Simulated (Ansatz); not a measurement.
# Sn: strong compression

One table from this session's results is given with a row withheld; the runs are named, their logs left out.

Computed with Ansatz 0.2.0 (DFT PBE, with the methods named in each step, unless a step's input says otherwise).

1 further run of the same task is left out (it didn't finish).

**The structure to begin with**

It takes space group P6_3/mmc (No. 194, hexagonal). Conventional cell: a = 3.414 Å, b = 3.414 Å, c = 11.096 Å, α = 90.00°, β = 90.00°, γ = 120.00°. Sn (site symmetry -3m) is surrounded by 12 Sn at 3.40 to 3.41 Å. Sn (site symmetry -6m2) is surrounded by 12 Sn at 3.40 to 3.41 Å.

Structure file:

```
CELL_PARAMETERS angstrom
3.41404 0.00000 0.00000
-1.70702 2.95664 0.00000
0.00000 0.00000 11.09561
ATOMIC_POSITIONS crystal
Sn 0.00000 0.00000 0.00000
Sn 0.00000 0.00000 0.50000
Sn 0.33333 0.66667 0.25000
Sn 0.66667 0.33333 0.75000
```

Whether this phase is the stable one at these pressures isn't tested.

Atoms are numbered in the order of the input: Sn1, Sn2, Sn3, Sn4.

The first run:

File input.yaml:

```yaml
crystal:
  lattice:
    - [3.4140353215, 0.0, 0.0]
    - [-1.7070176608, 2.9566413178, 0.0]
    - [0.0, 0.0, 11.0956147949]
  atoms:
    - { symbol: Sn, position: [0.0, 0.0, 0.0] }
    - { symbol: Sn, position: [0.0, 0.0, 0.5] }
    - { symbol: Sn, position: [0.3333333333, 0.6666666667, 0.25] }
    - { symbol: Sn, position: [0.6666666667, 0.3333333333, 0.75] }
kpoints:
  mp_grid: { grid: [12, 12, 3] }
scf:
  occupations: { method: fermi_dirac, width: 0.1 }
hamiltonian:
  xc: pbe
  pseudopotentials: { kind: paw }
output:
  forces: true
  stress: true
relax:
  f_tol: 0.005
  max_steps: 40
  cell: {}
```

Run with:

```console
> ansatz run input.yaml --threads 1 --pin off --max-ram 3072MiB --backend cpu --events-out ev --progress --plain --runs-dir out
```

Steps of the session up to this table: Cell relaxed at zero pressure, PAW; Volume scaled by 1, PAW; Shape and atoms relaxed at 0.84 of the volume, PAW; Volume scaled by 0.84, PAW; Shape and atoms relaxed at 0.76 of the volume, PAW; Volume scaled by 0.76, PAW; Shape and atoms relaxed at 0.6 of the volume, PAW; Volume scaled by 0.6, PAW; Shape and atoms relaxed at 0.45 of the volume, PAW; Volume scaled by 0.45, PAW; Volume scaled by 0.45, PAW (level accurate).

One table of the session follows, with a row left open; its other results are not shown here.

| method | volume over the first | volume (Å³/atom) | pressure (GPa) |
| --- | --- | --- | --- |
| PAW | 1 | 27.914 | 0.03 |
| PAW | 0.84 | 23.448 | 12.35 |
| PAW | 0.76 | ? | ? |
| PAW | 0.6 | 16.749 | 81.11 |
| PAW | 0.45 | 12.561 | 254.29 |
| PAW (level accurate) | 0.45 | 12.561 | 253.99 |

**Question.** Estimate the row for PAW, 0.76.

**Answer.** volume (Å³/atom): 21.215; pressure (GPa): 24.57. In the column «volume (Å³/atom)» it lies between PAW, 0.6 (16.749) and PAW, 0.84 (23.448).

Caveats from the session: A fit over so wide a range leans to the high pressures, so B₀ can be off by several per cent.
